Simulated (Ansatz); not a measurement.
**Sb under changes of volume**

One of the cells (26.213 Å³/atom); the others are scaled copies at fixed shape and fractional positions:

```xyz
1
Lattice="-1.8713 1.8713 1.8713 1.8713 -1.8713 1.8713 1.8713 1.8713 -1.8713" Properties=species:S:1:pos:R:3 pbc="T T T"
Sb    0.0000    0.0000    0.0000
```

This isn't the form of Sb at room conditions, which is rhombohedral.

| Property | Result |
| --- | --- |
| Program | Ansatz 0.2.0 |
| Functional | PBEsol |
| Potentials or basis | Ansatz PAW |
| Cutoff | 420 eV (not typed: the program's choice for these potentials) |
| k mesh | 10 × 10 × 10 |
| Occupations | fermi-dirac, width 0.05 eV |
| Spin | no spin polarisation |

```csv
volume (Å³/atom),energy over the lowest point (meV/atom),pressure (GPa)
24.640,?,?
25.165,9.53,3.0
25.689,2.33,1.4
26.213,0.00,0.0
26.737,2.10,-1.3
27.262,8.20,-2.4
27.786,17.93,-3.5
```

Q: What does the run at 24.640 Å³/atom give?

A: Energy over the lowest point 22.11 meV/atom; pressure 4.7 GPa.

Worked out: A Birch-Murnaghan fit of order 3 (a polynomial in V^(-2/3)) to the other rows has its minimum at 26.22 Å³/atom with B0 = V·E''(V) = 67 GPa and B' = 3.9. It gives 22.15 meV/atom at 24.640 Å³/atom, against the run's 22.11, and -dE/dV = 4.7 GPa, against 4.7.

Energies are extrapolated to zero smearing.

Caveats: the PAW data sets come from PBE, with cores solved anew for the run's functional, which leaves a small shift of forces and pressure.
